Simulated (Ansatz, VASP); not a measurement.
## Fe in VASP and in Ansatz

The input INCAR:

```
PREC     = Accurate       # precision mode
ENCUT    = 520            # plane-wave cutoff, eV
EDIFF    = 1E-6           # SCF threshold, eV
ISMEAR   = -1             # smearing method
SIGMA    = 0.1            # smearing width, eV
LREAL    = F              # projectors in reciprocal space
LASPH    = T              # aspherical terms in the spheres
NELM     = 60             # most SCF steps
ALGO     = Normal         # electronic algorithm
ISIF     = 2              # what is computed and relaxed
LWAVE    = F              # write WAVECAR
LCHARG   = F              # write CHGCAR
GGA      = PE             # functional
NBANDS   = 10             # bands
```

KPOINTS

```
regular mesh
0
Gamma
  21 21 21
```

File POSCAR:

```
Fe
1.0
   -1.2143512485      1.2143512485      1.2143512485
    1.2143512485     -1.2143512485      1.2143512485
    1.2143512485      1.2143512485     -1.2143512485
Fe
1
Direct
    0.0000000000      0.0000000000      0.0000000000
```

Input for Ansatz:

```yaml
crystal:
  lattice:
    - [-1.2143512485, 1.2143512485, 1.2143512485]
    - [1.2143512485, -1.2143512485, 1.2143512485]
    - [1.2143512485, 1.2143512485, -1.2143512485]
  atoms:
    - { symbol: Fe, position: [0.0, 0.0, 0.0] }
kpoints:
  mp_grid: { grid: [21, 21, 21] }
scf:
  occupations: { method: fermi_dirac, width: 0.1 }
hamiltonian:
  xc: pbe
  pseudopotentials: { kind: all_electron, lapw: { basis_error: 0.001 } }
output:
  forces: true
  stress: true
  eigenvalues: true
  populations: true
```

Change from the starting cell: volume scaled by 0.68, LAPW.

Alike in both runs: task single point; functional PBE; k mesh 21 × 21 × 21; occupations fermi-dirac, width 0.1 eV; no spin polarisation.

|  | VASP | Ansatz |
| --- | --- | --- |
| version | VASP 6.6.1 | Ansatz 0.2.0 |
| potentials or method | VASP PAW PBE potentials, release 64 (Fe) | all-electron LAPW, scalar-relativistic |
| plane-wave cutoff (eV) | 520 | see its input |

```csv
,VASP,Ansatz,Ansatz less VASP
pressure (GPa),243.1,243.1,-0.02
```

Ansatz ran all-electron here, so the differences hold the error of VASP's frozen core and of both bases.

Caveats: the cell as given lies far from equilibrium; so large a pressure means that the cell lies far from this level's equilibrium, or that cutoff or potentials fall short (VASP); the run has no spin polarisation, though such a crystal can be magnetic. Spin polarisation is off, so any magnetic state and its effect on volume and gap are missing.
